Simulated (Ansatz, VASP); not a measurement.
**Two plane-wave programs on PtSe**

The input INCAR:

```
SYSTEM = PtSe
PREC     = Accurate       ! precision mode
ENCUT    = 520            ! plane-wave cutoff, eV
EDIFF    = 1E-6           ! SCF threshold, eV
ISMEAR   = -1             ! smearing method
SIGMA    = 0.05           ! smearing width, eV
LREAL    = .False.        ! projectors in reciprocal space
LASPH    = .True.         ! aspherical terms in the spheres
NELM     = 80             ! most SCF steps
ALGO     = Normal         ! electronic algorithm
ISIF     = 2              ! what is computed and relaxed
LWAVE    = .False.        ! write WAVECAR
LCHARG   = .False.        ! write CHGCAR
GGA      = PE             ! functional
NBANDS   = 15             ! bands
```

File KPOINTS:

```
regular mesh
0
Gamma
  8 8 7
  0 0 0
```

POSCAR

```
PtSe
1.0
    3.7505847366      0.0000000000      0.0000000000
   -1.8752923632      3.2481016636      0.0000000000
    0.0000000000      0.0000000000      3.6603848772
Pt Se
1 1
Direct
    0.0000000000      0.0000000000      0.0000000000
    0.6666666667      0.3333333333      0.5000000000
```

File input.yaml:

```yaml
crystal:
  lattice:
    - [3.7505847366, 0.0, 0.0]
    - [-1.8752923632, 3.2481016636, 0.0]
    - [0.0, 0.0, 3.6603848772]
  atoms:
    - { symbol: Pt, position: [0.0, 0.0, 0.0] }
    - { symbol: Se, position: [0.6666666667, 0.3333333333, 0.5] }
hamiltonian:
  xc: pbe
  pseudopotentials: { kind: paw }
kpoints:
  mp_grid: { grid: [8, 8, 7] }
scf:
  occupations: { method: fermi_dirac, width: 0.05 }
output:
  forces: true
  stress: true
  eigenvalues: true
```

The cell comes from a database or a generator and needn't be the stable form of this composition.

Alike in both runs: task single point; functional PBE; k mesh 8 × 8 × 7; occupations fermi-dirac, width 0.05 eV; no spin polarisation.

|  | VASP | Ansatz |
| --- | --- | --- |
| version | VASP 6.6.1 | Ansatz 0.2.0 |
| potentials or method | VASP PAW PBE potentials, release 64 (Pt, Se) | Ansatz PAW |
| plane-wave cutoff (eV) | 520 | 420 |
| valence electrons in the cell | 16 | 34 |

```csv
,VASP,Ansatz,Ansatz less VASP
gap on the k mesh at the Fermi level (eV),none,none,-
pressure (GPa),-13.7,-13.6,+0.09
largest component of the traceless stress (GPa),3.59,3.57,-0.019
```

A gap of «none» marks a metal or a gap that the smearing closes. The two sets of potentials don't hold the same shells in valence.

The runs have no spin-orbit coupling, so splittings on Pt are missing.
